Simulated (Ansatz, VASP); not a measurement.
**WC: VASP beside Ansatz**

```
W C
1.0
     0.00000    2.19268    2.19268
     2.19268    0.00000    2.19268
     2.19268    2.19268    0.00000
W C
1 1
Cartesian
  0.0000 0.0000 0.0000
  2.1927 2.1927 2.1927
```

Measurements of this composition are mostly on another form, of space group No. 187.

Alike in both runs: task relaxation of cell and atoms; functional PBEsol; k mesh 10 × 10 × 10; occupations fermi-dirac, width 0.05 eV; no spin polarisation; Hubbard terms W d U = 2.0 eV.

|  | VASP | Ansatz |
| --- | --- | --- |
| version | VASP 6.6.1 | Ansatz 0.2.0 |
| potentials or method | VASP PAW PBE potentials, release 64 (W_sv, C) | Ansatz PAW |
| plane-wave cutoff (eV) | 600 | 420 |
| valence electrons in the cell | 18 | 18 |

VASP gave:

```
gap on the k mesh at the Fermi level, each at its own relaxed structure (eV) : none
relaxed volume (Å³/atom)                                                     : 10.38
relaxed cell length with the largest relative difference (Å)                 : 3.085
energy change over the relaxation (meV/atom)                                 : -3
```

Problem. Which values does Ansatz return?

Solution. gap on the k mesh at the Fermi level, each at its own relaxed structure (eV): none; relaxed volume (Å³/atom): 10.26; relaxed cell length with the largest relative difference (Å): 3.073; energy change over the relaxation (meV/atom): -9.

The programs project onto different local orbitals, so the same U acts differently. A gap of «none» marks a metal or a gap that the smearing closes.

Caveats: the U is typed as a test and isn't derived for this compound; the bands computed are all filled at some k points, so no gap is given (VASP); the PAW data sets were made with another functional, which shifts forces and pressure a little (VASP); the plane-wave basis is chosen anew once the cell has moved, so the energies of steps on either side of that aren't comparable (Ansatz); the pressure holds a Pulay correction of +0.3 GPa for the finite cutoff (Ansatz); U without spin polarisation on a metal has little footing (Ansatz); the PAW data sets come from PBE, with cores solved anew for the run's functional, which leaves a small shift of forces and pressure (Ansatz). Spin-orbit coupling is left out, which matters for the levels of W.
